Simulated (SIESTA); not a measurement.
TiO2:

```
CELL_PARAMETERS angstrom
4.59984 0.00000 0.00000
0.00000 4.59984 0.00000
0.00000 0.00000 2.95921
ATOMIC_POSITIONS crystal
Ti 0.00000 0.00000 0.50000
Ti 0.50000 0.50000 0.00000
O 0.30432 0.30432 0.50000
O 0.19568 0.80432 0.00000
O 0.80432 0.19568 0.00000
O 0.69568 0.69568 0.50000
```

The cell is a database's computed one.

Base run:

- Program: SIESTA 5.4.2
- Functional: PW86PBE
- Potentials or basis: PseudoDojo 0.4 standard (PBE files)
- Basis: DZP (energy shift 0.002 Ry)
- Grid cutoff: 800 Ry
- Energy shift: 0.002 Ry
- k mesh: 6 × 6 × 9
- Occupations: fermi-dirac, width 0.05 eV
- Spin: no spin polarisation

Its results: band gap on the k mesh 1.67 eV, direct; pressure 12.3 GPa; largest force 0.132 eV/Å.

**Question.** The run is repeated on the same cell with these changes: functional from PW86PBE to RPBE. What comes out?

**Answer.** Band gap on the k mesh 1.70 eV, direct; pressure 10.8 GPa; largest force 0.059 eV/Å.

Caveats: semicore shells carry a single zeta, which can move pressures by several GPa and volumes by a few percent; the potentials were made for another functional, which shifts forces and pressure; the basis of atomic orbitals isn't converged, which shifts pressures, moduli and gaps.

Not every run made on this cell is shown here.
